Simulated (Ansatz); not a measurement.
# Si4O: the cost of one run

Computed with Ansatz 0.2.0 (DFT PBE+D3(BJ), scalar-relativistic, plane waves, PAW, unless a step's input says otherwise).

5 further runs of the same task are left out: 5 set aside as unsound or not needed.

**1. The starting structure**

It takes space group Pm (No. 6, monoclinic). The conventional cell has a = 3.833 Å, b = 3.833 Å, c = 21.203 Å, α = 90.00°, β = 90.00°, γ = 90.00°. Si (site symmetry m) has 2 Si at 2.35 Å as nearest neighbours. Si (site symmetry m) has 4 Si at 2.35 to 2.38 Å as nearest neighbours. Around Si (site symmetry m) lie 4 Si at 2.34 to 2.38 Å. Si (site symmetry m) is surrounded by 2 Si at 2.34 Å and 1 O at 2.68 Å. Around O (site symmetry m) lie 1 Si at 2.68 Å.

As a file:

```cif
data_structure
_symmetry_space_group_name_H-M 'Pm'
_symmetry_Int_Tables_number 6
_cell_length_a 3.8333
_cell_length_b 3.8333
_cell_length_c 21.2035
_cell_angle_alpha 90.000
_cell_angle_beta 90.000
_cell_angle_gamma 90.000
_cell_volume 311.58
loop_
_atom_site_label
_atom_site_type_symbol
_atom_site_symmetry_multiplicity
_atom_site_Wyckoff_symbol
_atom_site_fract_x
_atom_site_fract_y
_atom_site_fract_z
_atom_site_occupancy
Si1 Si 1 a 0.50000 0.00000 0.18865 1
Si2 Si 1 a 0.00000 0.00000 0.25257 1
Si3 Si 1 b 0.00000 0.50000 0.31919 1
Si4 Si 1 b 0.50000 0.50000 0.38218 1
O1 O 1 b 0.75000 0.50000 0.50008 1
```

This is the geometry of the first run shown, built on a cell relaxed beforehand with the same method.

**2. What is varied**

Atoms count from 1 in the order of the input.

O is moved over the surface cell at a fixed height above a rigid substrate; the origin of the map has the adsorbate above Si4; the height is held at 2.50 Å.

First coordinate, position of O5 along the first surface vector, from above Si4: 8 values from 0.000 to 0.875, periodic. Second coordinate, position of O5 along the second surface vector, from above Si4: 8 values from 0.000 to 0.875, periodic.

Nothing else is relaxed. Points are written as (first, second).

The two vectors of the plane (Å): (3.833, 0.000, 0.000); (0.000, 3.833, 0.000).

**3. Point (0/8, 2/8) of the map's two axes**

A dipole layer in the vacuum cancels the field that periodic copies would set up if the slab's two faces differ.

Contents of input.yaml:

```yaml
crystal:
  lattice:
    - [3.8333442603, 0.0, 0.0]
    - [0.0, 3.8333442603, 0.0]
    - [0.0, 0.0, 21.2034818054]
  atoms:
    - { symbol: Si, position: [0.0, 0.5, 0.1886482624] }
    - { symbol: Si, position: [0.0, 0.0, 0.2525666261] }
    - { symbol: Si, position: [0.5, 0.0, 0.3191936744] }
    - { symbol: Si, position: [0.5, 0.5, 0.3821769405] }
    - { symbol: O, position: [0.5, 0.75, 0.5000821046], spin: 2.0 }
basis:
  ecutwfc: 420
kpoints:
  mp_grid: { grid: [7, 7, 1] }
hamiltonian:
  xc: pbe
  pseudopotentials: { kind: paw, azcp: { folder: soft_1 } }
  dispersion: d3bj
scf:
  occupations: { method: gaussian, width: 0.05 }
output:
  forces: true
  eigenvalues: true
  populations: true
magnetization:
  spin_polarized: true
efield:
  axis: 3
  dipole_correction: true
  ramp_width: 0.04
```

Started as:

```sh
$ ansatz run input.yaml --threads 1 --pin off --max-ram 3072MiB --backend cpu --events-out ev --progress --plain --runs-dir out
```

**Question.** How long does this run take on 1 thread of Arm Neoverse N1, shared host, and how much memory does it need?

About 80 s, with a peak of 0.48 GiB.
